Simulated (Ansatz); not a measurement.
Crystal: Cl.

```
CELL_PARAMETERS angstrom
3.14500 -2.25000 0.00000
3.14500 2.25000 0.00000
0.00000 0.00000 8.21000
ATOMIC_POSITIONS crystal
Cl 0.37000 0.63000 0.40000
Cl 0.13000 0.87000 0.90000
Cl 0.63000 0.37000 0.60000
Cl 0.87000 0.13000 0.10000
```

- Program: Ansatz 0.2.0
- Task: single point
- Functional: PBE
- Potentials or basis: Ansatz PAW
- Cutoff: 420 eV (not typed: the program's choice for these potentials)
- k mesh: 7 × 7 × 4
- Occupations: fermi-dirac, width 0.05 eV
- Spin: no spin polarisation

On this cell: pressure 0.7 GPa; largest force 0.098 eV/Å; band gap on the k mesh 2.49 eV, indirect (least direct gap 2.55 eV).

The same run follows on a disturbed copy (atoms moved at random, drawn with an rms of 0.05 Å):

```
CELL_PARAMETERS angstrom
3.14500 -2.25000 0.00000
3.14500 2.25000 0.00000
0.00000 0.00000 8.21000
ATOMIC_POSITIONS crystal
Cl 0.38678 0.62888 0.40016
Cl 0.12135 0.88168 0.90159
Cl 0.62675 0.36759 0.60135
Cl 0.86819 0.13529 0.09859
```

Question: What changes?

Answer: The energy moves by +3.3 meV/atom; pressure 1.6 GPa; largest force 0.723 eV/Å; band gap on the k mesh 2.62 eV, indirect (least direct gap 2.66 eV).

Forces on the atoms (eV/Å):
```
Cl  -0.026  0.113 -0.271
Cl  -0.007 -0.338 -0.636
Cl   0.026 -0.115  0.269
Cl   0.007  0.341  0.638
```

Stress tensor (GPa, compression positive):
```
1.22 0.01 0.02
0.01 1.35 0.56
0.02 0.56 2.11
```

Caveats: odd divisions of the mesh miss points on the zone boundary, where band edges often lie, so the gap on the mesh can be too wide.

A k mesh can miss the band edges.
